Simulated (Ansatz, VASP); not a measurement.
# Y: VASP beside Ansatz

```
CELL_PARAMETERS angstrom
3.22543 0.00000 0.00000
0.00000 3.22543 0.00000
0.00000 0.00000 29.53947
ATOMIC_POSITIONS crystal
Y 0.50000 0.50000 0.34502
Y 0.50000 0.50000 0.23048
```

Alike in both runs: functional PBE; k mesh 6 × 6 × 1; occupations gaussian, width 0.1 eV; no spin polarisation.

Ansatz relaxed the structure, and its values are those at the end. VASP's run is a single point on that final structure, the one shown.

```csv
,VASP,Ansatz
version,VASP 6.6.1,Ansatz 0.2.0
potentials or method,"VASP PAW PBE potentials, release 64 (Y_sv)","scalar-relativistic, plane waves, PAW"
plane-wave cutoff (eV),520,420
valence electrons in the cell,22,22
```

Ansatz gave:

| Quantity | Value |
| --- | --- |
| gap on the k mesh at the Fermi level (eV) | none |
| rms of the force components (eV/Å) | 0.003 |

Question: Estimate VASP's values.

Answer: gap on the k mesh at the Fermi level (eV): none; rms of the force components (eV/Å): 0.005.

A gap of «none» marks a metal or a gap that the smearing closes. With one functional, cell and mesh, what is left measures potentials, basis and numerics. Ansatz warned: «slab_cell_height_set».
